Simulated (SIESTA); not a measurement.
## ZnSe (Stilleite) under changes of volume

One of the cells (23.212 Å³/atom); the others are scaled copies at fixed shape and fractional positions:

```
CELL_PARAMETERS angstrom
0.00000 2.85257 2.85257
2.85257 0.00000 2.85257
2.85257 2.85257 0.00000
ATOMIC_POSITIONS crystal
Se 0.75000 0.75000 0.75000
Zn 0.00000 0.00000 0.00000
```

| Item | Value |
| --- | --- |
| Program | SIESTA 5.4.2 |
| Functional | PBE |
| Potentials or basis | PseudoDojo 0.4 standard (PBE files) |
| Basis | DZP (energy shift 0.002 Ry) |
| Grid cutoff | 800 Ry |
| Energy shift | 0.002 Ry |
| k mesh | 8 × 8 × 8 |
| Occupations | fermi-dirac, width 0.05 eV |
| Spin | no spin polarisation |

| volume (Å³/atom) | energy over the lowest point (meV/atom) | pressure (GPa) | gap on the mesh (eV) |
| --- | --- | --- | --- |
| 21.391 | 69.17 | 9.7 | 2.25 |
| 21.846 | 44.63 | 7.6 | 2.12 |
| 22.301 | 25.90 | 5.6 | 1.99 |
| 23.212 | ? | ? | ? |
| 23.667 | 0.45 | 0.8 | 1.64 |
| 24.122 | 0.00 | -0.5 | 1.53 |

**Question.** What does the run at 23.212 Å³/atom give?

**Answer.** Energy over the lowest point 4.60 meV/atom; pressure 2.1 GPa; gap on the mesh 1.75 eV.

Worked out: A Birch-Murnaghan fit of order 3 (a polynomial in V^(-2/3)) to the other rows has its minimum at 23.94 Å³/atom with B0 = V·E''(V) = 64 GPa and B' = 5.6. It gives 4.52 meV/atom at 23.212 Å³/atom, against the run's 4.60, and -dE/dV = 2.2 GPa, against 2.1. A straight line through the other rows of the gap, of slope -5.98 eV per unit of ln V (its deformation potential), gives 1.76 eV, against the run's 1.75.

Energies are extrapolated to zero smearing.

Caveats: semicore shells carry a single zeta, which can move pressures by several GPa and volumes by a few percent; the valence orbitals were made in a potential fitted to the semicore shell under them, which widens gaps by tenths of an eV or more; the basis of atomic orbitals isn't converged, which shifts pressures, moduli and gaps.

A mesh can miss the band edges. Spin-orbit coupling on Se is left out.
